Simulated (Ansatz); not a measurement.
## Al: frozen-core PAW against all-electron methods

```yaml
crystal:
  lattice:
    - [0.00000, 2.02398, 2.02398]
    - [2.02398, 0.00000, 2.02398]
    - [2.02398, 2.02398, 0.00000]
  atoms:
    - { symbol: Al, position: [0.00000, 0.00000, 0.00000] }
```

The cell is COD entry 4313206, as deposited and not checked against the literature; nothing was relaxed.

Levels of theory: DFT, PBE, PAW with Ansatz's default frozen-core files, scalar-relativistic (Ansatz 0.2.0); DFT, PBE, all-electron PAW with datasets made for the crystal, scalar-relativistic (Ansatz 0.2.0); DFT, PBE, all-electron LAPW, scalar-relativistic (Ansatz 0.2.0).

For PAW: a Γ-centred 14×14×14 k mesh, Fermi–Dirac smearing of 0.05 eV, cutoff 420 eV, no spin polarisation. The crystal-made all-electron datasets (AE datasets) take a cutoff of 140 eV at this cell. LAPW targets a basis error of 1 meV/atom. The Ansatz runs share mesh, smearing and spin set-up. Plane-wave (PAW) pressures include the program's estimate of the Pulay term.

Stress and pressure are positive in compression.

Levels count from the Fermi level.

```tsv
quantity	PAW	AE datasets	LAPW
pressure (GPa)	-0.61	-0.62	-0.61
highest filled level at Γ (eV)	-11.063	-11.071	-11.071
lowest empty level at Γ (eV)	12.525	12.610	12.610
highest filled level at W (eV)	-0.809	-0.811	-0.811
lowest empty level at W (eV)	0.205	0.207	0.207
highest filled level at L (eV)	-4.343	-4.344	-4.344
lowest empty level at L (eV)	11.391	11.386	11.386
```

PAW's pressure differs from the LAPW value by about 0.01 GPa or less.
